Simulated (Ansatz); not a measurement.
PbS, space group Cmcm: an equation of state with a fit, run with the Python package of Ansatz (0.2.0).

`run_eos.py`
```python
"""Bulk modulus of PbS from an E(V) curve."""

import warnings

import ansatz as az
import numpy as np
from scipy.optimize import curve_fit

CUTOFF_EV = 510
OCCUPATIONS = "fixed"
XC = "lda"
KMESH = (6, 6, 6)

VECTORS = np.array([
    [2.07995, -5.9913, 0.0],
    [2.07995, 5.9913, 0.0],
    [0.0, 0.0, 4.27932],
])
SITES = [
    ("Pb", (0.86944, 0.13056, 0.75)),
    ("Pb", (0.13056, 0.86944, 0.25)),
    ("S", (0.6452, 0.3548, 0.75)),
    ("S", (0.3548, 0.6452, 0.25)),
]


def on_lattice(cell):
    crystal = az.Crystal(lattice=az.Lattice.of(cell))
    for symbol, position in SITES:
        crystal = crystal.atom(symbol, position)
    return crystal

def vinet(v, e0, v0, b0, b1):
    eta = (v / v0) ** (1 / 3)
    return e0 + 2 * b0 * v0 / (b1 - 1) ** 2 * (2 - (5 + 3 * b1 * (eta - 1) - 3 * eta) * np.exp(-1.5 * (b1 - 1) * (eta - 1)))


def main() -> None:
    warnings.simplefilter("ignore", az.DeckWarning)

    # uniform scaling of the cell
    volumes, energies, pressures = [], [], []
    for scale in np.linspace(0.88, 1.12, 7):
        cell = VECTORS * scale ** (1 / 3)
        calculation = (
            on_lattice(cell).calculation()
            .basis(CUTOFF_EV)
            .occupations(OCCUPATIONS)
            .pseudopotentials("paw")
            .functional(XC)
            .kpoints(*KMESH)
            .stress()
        )
        r = calculation.run(threads=1, pin="off").report
        volumes.append(abs(np.linalg.det(cell)) / len(SITES))
        energies.append(r["free_energy_ev"] / len(SITES))
        pressures.append(np.trace(r["stress_gpa"]) / 3)
        print(f"V = {volumes[-1]:8.4f} A^3/atom  F = {energies[-1]:.5f} eV/atom  P = {pressures[-1]:8.3f} GPa")

    guess = (min(energies), volumes[int(np.argmin(energies))], 0.5, 4.5)
    (e0, v0, b0, b1), _ = curve_fit(vinet, np.array(volumes), np.array(energies), p0=guess, maxfev=20000)
    print(f"Vinet fit: V0 = {v0:.4f} A^3/atom, B0 = {160.21766 * b0:.1f} GPa, B1 = {b1:.2f}")
    print("largest residual", round(1000 * float(np.abs(vinet(np.array(volumes), e0, v0, b0, b1) - energies).max()), 3), "meV/atom")


if __name__ == "__main__":
    main()
```

Its results, one of them left out:

| V (Å³/atom) | F less the lowest row shown (meV/atom) |
| --- | --- |
| 23.464 | ? |
| 24.531 | 0.00 |
| 25.597 | 0.77 |
| 26.664 | 17.37 |
| 27.730 | 46.57 |
| 28.797 | 85.75 |
| 29.863 | 132.80 |

What is the missing energy at 23.464 Å³ an atom?

A third-order Birch-Murnaghan fit, E = E0 + (9 V0 B0 / 16) [(t - 1)³ B' + (t - 1)² (6 - 4t)] with t = (V0/V)^(2/3), through the 6 rows shown gives V0 = 25.008 Å³, B0 = 63.2 GPa, B' = 4.44 and E0 = -1.86 meV. At V = 23.464 Å³, t = 1.04340, and the fit extrapolates to 19.24 meV. The run gave 19.16 meV, a miss of 0.08 meV.

Shape and fractional positions are held along the curve, so the bulk modulus is an upper value where they are free to relax. For a gap this small the mesh is coarse, and bands can meet between its points. Pressure is positive in compression. Spin-orbit coupling, which matters for elements this heavy, is left out. The structure comes from a database of computed cells and needn't be a stable or known phase. Finished in 51 s on 1 thread of Arm Neoverse V1 (shared host), peak memory 0.58 GiB.
